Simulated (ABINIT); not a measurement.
**GaP (F-43m): G0W0 with ABINIT, start to end**

Wanted: ground state, empty states, screening and self-energy for GaP (F-43m).

Method: PBE and many-body steps on it, plane waves, in ABINIT 10.8.3.

**What was measured.**

- Gap 2.25 ± 0.04 eV: optical gap from Tauc plot (fundamental, indirect); spectroscopic ellipsometry, Tauc-Lorentz fit and Tauc plot; 300 K; film (GaP layer on Si reference sample) on Si (“Assessment of GaPSb/Si tandem material association properties for photoelectrochemical cells”, 2020, arxiv:2002.02774).

This is a report of a sequence of runs, with most program output left out.

## 1. The starting structure

The structure is cubic, space group F-43m (No. 216). Conventional cell: a = 5.450 Å, b = 5.450 Å, c = 5.450 Å, α = 90.00°, β = 90.00°, γ = 90.00°. Nearest to Ga lie 4 P at 2.36 Å. Nearest to P lie 4 Ga at 2.36 Å. Farther neighbours are not listed.

The cell and positions come from the Crystallography Open Database and are kept as given unless a step says otherwise.

## 2. Ground state

This step: ABINIT 10.8.3; DFT, PBE with spin-orbit coupling, plane waves, norm-conserving pseudopotentials.

The ground-state density comes first.

run.abi reads:

```
acell 3*1.0 Angstrom
rprim 
  0.000000000000 2.725250000000 2.725250000000
  2.725250000000 0.000000000000 2.725250000000
  2.725250000000 2.725250000000 0.000000000000
ntypat 2
znucl 31 15
natom 2
typat 1 2
xred 
  0.000000000000 0.000000000000 0.000000000000
  0.250000000000 0.250000000000 0.250000000000
pp_dirpath "pseudos"
pseudos "Ga.upf, P.upf"
ecut 36
nspinor 2
ngkpt 6 6 6
nshiftk 1
shiftk 0 0 0
kptopt 1
chksymbreak 0
nband 28
occopt 1
tolvrs 1e-10
nstep 60
prtwf 0
optforces 0
optstress 0
indata_prefix "in"
outdata_prefix "out"
tmpdata_prefix "tmp"
```

Command:

```console
$ OMP_NUM_THREADS=1 mpirun -n 4 abinit run.abi > log
```

Run time: 29 s. Hardware: 4 MPI ranks of Arm Neoverse V2, shared host; peak memory 0.33 GiB.

Numbers from this step:

```yaml
total_energy: -2269.8553 eV
gap: 1.624 eV
k_of_the_valence_top: 0, 0, 0
k_of_the_conduction_bottom: 0.5, 0.5, 0
least_direct_gap: 1.791 eV
```

The gap is indirect, with the least direct gap 0.17 eV higher.

## 3. Bands along the symmetry lines

Levels along a band path, at the cheap level, show where the edges lie and whether the meshes to come will hold them.

run.abi reads:

```
acell 3*1.0 Angstrom
rprim 
  0.000000000000 2.725250000000 2.725250000000
  2.725250000000 0.000000000000 2.725250000000
  2.725250000000 2.725250000000 0.000000000000
ntypat 2
znucl 31 15
natom 2
typat 1 2
xred 
  0.000000000000 0.000000000000 0.000000000000
  0.250000000000 0.250000000000 0.250000000000
pp_dirpath "pseudos"
pseudos "Ga.upf, P.upf"
ecut 36
nspinor 2
iscf -2
irdden 1
kptopt 0
nkpt 26
kpt 
  0.00000000 0.00000000 0.00000000
  -0.12500000 -0.12500000 0.00000000
  -0.25000000 -0.25000000 0.00000000
  -0.37500000 -0.37500000 0.00000000
  -0.50000000 -0.50000000 0.00000000
  -0.46875000 -0.46875000 0.06250000
  -0.43750000 -0.43750000 0.12500000
  -0.40625000 -0.40625000 0.18750000
  -0.37500000 -0.37500000 0.25000000
  -0.37500000 0.00000000 0.37500000
  -0.28125000 0.00000000 0.28125000
  -0.18750000 0.00000000 0.18750000
  -0.09375000 0.00000000 0.09375000
  0.00000000 0.00000000 0.00000000
  0.00000000 0.00000000 0.12500000
  0.00000000 0.00000000 0.25000000
  0.00000000 0.00000000 0.37500000
  -0.00000000 -0.00000000 0.50000000
  -0.12500000 -0.06250000 0.43750000
  -0.25000000 -0.12500000 0.37500000
  -0.37500000 -0.18750000 0.31250000
  -0.50000000 -0.25000000 0.25000000
  -0.50000000 -0.31250000 0.18750000
  -0.50000000 -0.37500000 0.12500000
  -0.50000000 -0.43750000 0.06250000
  -0.50000000 -0.50000000 0.00000000
istwfk *1
nband 34
nbdbuf 6
tolwfr 1e-08
nstep 40
prtwf 0
prtvol 0
indata_prefix "in"
outdata_prefix "out"
tmpdata_prefix "tmp"
```

Wall time 29 s (4 MPI ranks); peak memory 0.33 GiB.

This step gave:

```
gap                        : 1.613 eV
k of the valence top       : 0, 0, 0
k of the conduction bottom : -0.375, -0.375, 0
least direct gap           : 1.791 eV
```

The gap is 1.613 eV, −0.011 eV from the run before at this level.

Electronic bands along the path, in eV, zero at the top of the highest filled band:

| point | band 15 | band 16 | band 17 | band 18 | band 19 | band 20 | band 21 | band 22 |
| --- | --- | --- | --- | --- | --- | --- | --- | --- |
| Γ | 0.00 | 0.00 | 0.00 | 0.00 | 1.79 | 1.79 | 3.75 | 3.75 |
| halfway | -1.72 | -1.72 | -1.70 | -1.70 | 2.15 | 2.15 | 3.69 | 3.69 |
| X | -2.72 | -2.72 | -2.70 | -2.70 | 1.62 | 1.62 | 1.79 | 1.79 |
| halfway | -3.28 | -3.26 | -2.60 | -2.60 | 1.82 | 1.82 | 2.72 | 2.73 |
| U | -3.98 | -3.95 | -2.28 | -2.28 | 2.16 | 2.16 | 4.77 | 4.77 |
| jump to K | -3.98 | -3.95 | -2.28 | -2.28 | 2.16 | 2.16 | 4.77 | 4.77 |
| halfway | -2.49 | -2.46 | -0.69 | -0.69 | 3.25 | 3.26 | 4.90 | 4.96 |
| Γ | 0.00 | 0.00 | 0.00 | 0.00 | 1.79 | 1.79 | 3.75 | 3.75 |
| halfway | -0.72 | -0.72 | -0.66 | -0.66 | 2.12 | 2.12 | 4.67 | 4.67 |
| L | -1.18 | -1.18 | -1.11 | -1.11 | 1.64 | 1.64 | 4.66 | 4.66 |
| halfway | -3.23 | -3.21 | -1.97 | -1.95 | 3.42 | 3.43 | 4.25 | 4.29 |
| W | -3.61 | -3.60 | -3.47 | -3.42 | 4.67 | 4.67 | 4.82 | 4.85 |
| halfway | -3.20 | -3.19 | -3.13 | -3.10 | 2.72 | 2.75 | 2.91 | 2.92 |
| X | -2.72 | -2.72 | -2.70 | -2.70 | 1.62 | 1.62 | 1.79 | 1.79 |

## 4. Empty states on the mesh, 4×4×4 mesh, 78 bands

The sums over transitions need many empty states on a uniform mesh; this step solves for them.

run.abi reads:

```
acell 3*1.0 Angstrom
rprim 
  0.000000000000 2.725250000000 2.725250000000
  2.725250000000 0.000000000000 2.725250000000
  2.725250000000 2.725250000000 0.000000000000
ntypat 2
znucl 31 15
natom 2
typat 1 2
xred 
  0.000000000000 0.000000000000 0.000000000000
  0.250000000000 0.250000000000 0.250000000000
pp_dirpath "pseudos"
pseudos "Ga.upf, P.upf"
ecut 36
nspinor 2
ngkpt 4 4 4
nshiftk 1
shiftk 0 0 0
kptopt 1
chksymbreak 0
iscf -2
irdden 1
istwfk *1
nband 78
nbdbuf 6
tolwfr 1e-09
nstep 60
prtvol 0
indata_prefix "in"
outdata_prefix "out"
tmpdata_prefix "tmp"
```

Elapsed: 31 s, on 4 MPI ranks; peak memory 0.33 GiB.

This step gave:

```
gap                                                           : 1.624 eV
k of the valence top                                          : 0, 0, 0
k of the conduction bottom                                    : 0.5, 0.5, 0
least direct gap                                              : 1.791 eV
k points computed                                             : 8
lowest point of the top converged band, above the valence top : 36.01 eV
```

On this mesh the gap is 1.624 eV.

## 5. Screening, 4×4×4 mesh, 72 bands, screening to 98 eV

The RPA dielectric matrix is built and inverted for each q.

This step: RPA screening on PBE with spin-orbit coupling, plane waves, norm-conserving pseudopotentials.

run.abi, as its differences from that of step 4:

```diff
@@ -21,10 +21,11 @@
 chksymbreak 0
-iscf -2
-irdden 1
 istwfk *1
-nband 78
-nbdbuf 6
-tolwfr 1e-09
-nstep 60
-prtvol 0
+occopt 1
+irdwfk 1
+optdriver 3
+nband 72
+ecuteps 3.6
+inclvkb 0
+awtr 1
+symchi 1
 indata_prefix "in"
```

Wall time 23 s (4 MPI ranks); peak memory 0.83 GiB.

This step gave:

```yaml
eps_infinity_with_local_fields_on_this_mesh_along_the_program_s_q_direction: 17.92
the_same_without_local_fields: 19.69
plasma_frequency: 24.76 eV
plane_waves_in_the_screening_matrix: 89
```

Local fields lower ε∞ by 9 %. On a Γ-centred mesh this coarse the value itself is usually too large, while a short band sum pulls it down.

## 6. Self-energy, 4×4×4 mesh, 72 bands, screening to 98 eV

The self-energy is evaluated for the states that the input lists, and the levels follow from it, in one-shot runs by the linearised quasiparticle equation.

This step: G0W0 on PBE with spin-orbit coupling, plane waves, norm-conserving pseudopotentials.

run.abi, as its differences from that of step 5:

```diff
@@ -24,8 +24,17 @@
 irdwfk 1
-optdriver 3
+optdriver 4
 nband 72
+gwcalctyp 0
+ecutsigx 36
+symsigma 0
+nkptgw 2
+kptgw 
+  0.0000000000 0.0000000000 0.0000000000
+  0.5000000000 0.5000000000 0.0000000000
+bdgw 
+  15 22
+  15 22
 ecuteps 3.6
-inclvkb 0
-awtr 1
-symchi 1
+irdscr 1
+ppmodel 1
 indata_prefix "in"
```

Run time: 31 s. Hardware: 4 MPI ranks; peak memory 0.9 GiB.

Numbers from this step:

| Property | Result |
| --- | --- |
| G0W0 gap on the points computed | 1.953 eV |
| starting gap on the mesh | 1.624 eV |
| k of the valence top | 0, 0, 0 |
| k of the conduction bottom | 0.5, 0.5, 0 |
| Z at the valence top | 0.783 |
| Z at the conduction bottom | 0.808 |
| least direct G0W0 gap on the computed points | 2.352 eV |

The gap on the mesh goes from 1.62 eV to 1.95 eV, a correction of +0.33 eV.

Limits: finite bands, cutoff and mesh; exchange with frozen shells missing; screening head approximate; coarse k mesh. v1 is the top filled band, c1 the lowest empty one. Levels before and after the correction, in eV, zero at the valence-band top of each column:

|  | conduction bottom | valence top |
| --- | --- | --- |
| Kohn-Sham | 1.62 | 0.00 |
| G0W0 | 1.95 | 0.00 |

|  | level | energy (eV) |
| --- | --- | --- |
| Kohn-Sham | Γ v3-v1 | 0.000 |
| Kohn-Sham | Γ c1-c2 | 1.791 |
| Kohn-Sham | Γ c3 | 3.746 |
| Kohn-Sham | (0.5 0.5 0) v3 | -2.723 |
| Kohn-Sham | (0.5 0.5 0) v2-v1 | -2.700 |
| Kohn-Sham | (0.5 0.5 0) c1-c2 | 1.624 |
| Kohn-Sham | (0.5 0.5 0) c3 | 1.795 |
| G0W0 | Γ v3-v1 | 0.000 |
| G0W0 | Γ c1-c2 | 2.352 |
| G0W0 | Γ c3 | 4.142 |
| G0W0 | (0.5 0.5 0) v3 | -3.147 |
| G0W0 | (0.5 0.5 0) v2-v1 | -3.123 |
| G0W0 | (0.5 0.5 0) c1-c2 | 1.953 |
| G0W0 | (0.5 0.5 0) c3 | 2.295 |

## 7. Where the time went

Times are wall times on 4 MPI ranks of Arm Neoverse V2, shared host, good to a factor of about two.

| step | time | share | memory (GiB) |
| --- | --- | --- | --- |
| ground state | 29 s | 21 % | 0.33 |
| bands along the symmetry lines | 29 s | 20 % | 0.33 |
| empty states on the mesh | 31 s | 21 % | 0.33 |
| screening | 23 s | 16 % | 0.83 |
| self-energy | 31 s | 22 % | 0.9 |

## 8. Results

```
PBE gap              : 1.61 eV, indirect
G0W0 gap on the mesh : 1.95 eV
GW settings          : 4×4×4 mesh, 72 bands, screening to 98 eV, Godby-Needs plasmon pole
known limits         : not at the basis limit; exchange with frozen shells missing; screening head approximate; coarse k mesh
```

In words: G0W0 moves the gap on the mesh from 1.62 eV to 1.95 eV (+0.33 eV), with Z of 0.78 and 0.81 at the edges. Local fields lower the RPA ε∞ on this mesh from 19.69 to 17.92; a Γ-centred mesh this coarse tends to raise both, most where the direct gap is narrow, while a short band sum lowers them. Only 2 of the mesh's irreducible points were corrected, so a valley elsewhere could overtake. Against experiment, by G0W0@PBE: the gap of 1.94 eV lies −0.31 eV from the measured 2.25 ± 0.04 eV (indirect, 300 K, on Si, 2020). The calculation has static nuclei and no excitons; a measured gap holds zero-point and thermal motion, which mostly lowers it. Bands and cutoff are finite, so the gap is not at the basis limit. The miss can reach some tenths of an eV and take either sign; the mesh is an error of its own. In the G0W0 run levels were corrected at 2 k points alone, so a gap called «on the mesh» is the least over those, and an edge elsewhere would be missed. The 4×4×4 mesh is coarse for this cell, which bears on the long-range parts of exchange and screening. The norm-conserving file of at least one element keeps a d shell over frozen s and p shells of the same row. Exchange with those shells is missing from the self-energy, an error of 0.3 to 0.9 eV in cases checked, whose sign depends on which edge lies on those atoms. The long-wavelength limit of the screening leaves out the non-local commutator, which shifts ε∞.

[Paths, hosts, dates, memory and timing lines, banners, echoed tables and standing remarks are left out of the program output.]

[Logs are printed without paths, hosts, clocks, repeated set-up lines and the standing remarks that a program may print on its own settings, such as how far it seeks lower states.]

[Runs of the session that timed out or met a known fault of the program may be left out.]

[Hosts, paths, dates, database ids (printed as entryN), source tags and the programs' standing remarks are cut or masked in the printed files.]

[G0W0 gaps are taken among the corrected bands and points alone; a level outside them can change the order at an edge.]

[Where Ansatz stands beside ABINIT at settings called matched, ABINIT's density can come from a denser mesh and the files from another edition; pairs whose starting gaps differed by over 0.03 eV were left out, so agreement reads better than it is.]
